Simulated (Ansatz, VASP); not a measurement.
## Two plane-wave programs on Mo

INCAR

```
SYSTEM = Mo
ALGO = Normal
EDIFF = 1E-6
ENCUT = 520
GGA = RP
ISIF = 2
ISMEAR = -1
LASPH = .TRUE.
LCHARG = .FALSE.
LREAL = .FALSE.
LWAVE = .FALSE.
NBANDS = 13
NELM = 100
PREC = Accurate
SIGMA = 0.1
```

The input KPOINTS:

```
k-points
0
G
  23 23 23
  0 0 0
```

Contents of POSCAR:

```
Mo
1.0
   -1.6093954309      1.6093954309      1.6093954309
    1.6093954309     -1.6093954309      1.6093954309
    1.6093954309      1.6093954309     -1.6093954309
Mo
1
Direct
    0.0000000000      0.0000000000      0.0000000000
```

Input for Ansatz:

```yaml
crystal:
  lattice:
    - [-1.6093954315, 1.6093954315, 1.6093954315]
    - [1.6093954315, -1.6093954315, 1.6093954315]
    - [1.6093954315, 1.6093954315, -1.6093954315]
  atoms:
    - { symbol: Mo, position: [0.0, 0.0, 0.0] }
hamiltonian:
  xc: rpbe
  pseudopotentials:
    kind: paw
    azcp:
      Mo: "pseudopotentials/Mo.paw.azcp"
basis:
  ecutwfc: 420
  fft_grid_basis: typed
kpoints:
  mp_grid: { grid: [23, 23, 23], shift: [0, 0, 0] }
magnetization:
  spin_polarized: false
scf:
  occupations: { method: fermi_dirac, width: 0.1 }
output:
  stress: true
```

Alike in both runs: task single point; functional RPBE; k mesh 23 × 23 × 23; occupations fermi-dirac, width 0.1 eV; no spin polarisation.

|  | VASP | Ansatz |
| --- | --- | --- |
| version | VASP 6.6.1 | Ansatz 0.2.0 |
| potentials or method | VASP PAW PBE potentials, release 64 (Mo_sv) | plane waves (420 eV) with PAW, scalar-relativistic |
| plane-wave cutoff (eV) | 520 | 420 |
| valence electrons in the cell | 14 | 14 |

VASP gave:

```
pressure (GPa) : -8.9
```

Task: Estimate Ansatz's values.

Result: Pressure (GPa): -9.3.

With one functional, cell and mesh, what is left measures potentials, basis and numerics.

Caveats: the PAW data sets were made with another functional, which shifts forces and pressure a little (VASP).
